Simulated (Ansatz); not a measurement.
Input of an Ansatz 0.2.0 run:

The input input.yaml:

```yaml
crystal:
  lattice:
    - [-4.3507577183, 4.3507577183, 1.8875555959]
    - [4.3507577183, -4.3507577183, 1.8875555959]
    - [4.3507577183, 4.3507577183, -1.8875555959]
  atoms:
    - { symbol: Ti, position: [0.292281705, 0.997144755, 0.28942646] }
    - { symbol: Ti, position: [0.002855245, 0.292281705, 0.29513695] }
    - { symbol: Ti, position: [0.997144755, 0.707718295, 0.70486305] }
    - { symbol: Ti, position: [0.707718295, 0.002855245, 0.71057354] }
    - { symbol: O, position: [0.498863825, 0.849215285, 0.34807911] }
    - { symbol: O, position: [0.16166202, 0.1596026, 0.32126462] }
    - { symbol: O, position: [0.150784715, 0.498863825, 0.64964854] }
    - { symbol: O, position: [0.1596026, 0.83833798, 0.99794058] }
    - { symbol: O, position: [0.8403974, 0.16166202, 0.00205942] }
    - { symbol: O, position: [0.849215285, 0.501136175, 0.35035146] }
    - { symbol: O, position: [0.83833798, 0.8403974, 0.67873538] }
    - { symbol: O, position: [0.501136175, 0.150784715, 0.65192089] }
hamiltonian:
  xc: pbe
  pseudopotentials: { kind: paw }
kpoints:
  mp_grid: { grid: [8, 8, 8] }
scf:
  occupations: { method: fermi_dirac, width: 0.05 }
basis:
  ecutwfc: "300 eV"
output:
  forces: true
  stress: true
  eigenvalues: true
```

Potentials or basis: Ansatz PAW.

The run is started by

```console
$ ansatz run input.yaml --threads 4 --pin off --max-ram 11264MiB --backend cpu --events-out ev --progress --plain --runs-dir out
```

Q: Estimate the pressure.

A: 2.0 GPa.

Q: What does it give for the band gap on the k mesh?

A: 1.60 eV, indirect (least direct gap 2.33 eV).

Q: What does it give for the largest force?

A: 0.391 eV/Å.

Forces in eV/Å, atoms in the order of the input:
```
Ti  -0.015 -0.391  0.000
Ti  -0.391  0.015  0.000
Ti   0.391 -0.015  0.000
Ti   0.015  0.391  0.000
O   -0.080  0.015  0.000
O   -0.030 -0.089  0.000
O    0.015  0.080  0.000
O    0.089 -0.030  0.000
O   -0.089  0.030  0.000
O   -0.015 -0.080  0.000
O    0.030  0.089  0.000
O    0.080 -0.015  0.000
```

Caveat: the pressure holds a Pulay correction of +28.9 GPa for the finite cutoff; the cutoff lies under the one recommended for these potentials. A k mesh can miss the band edges.
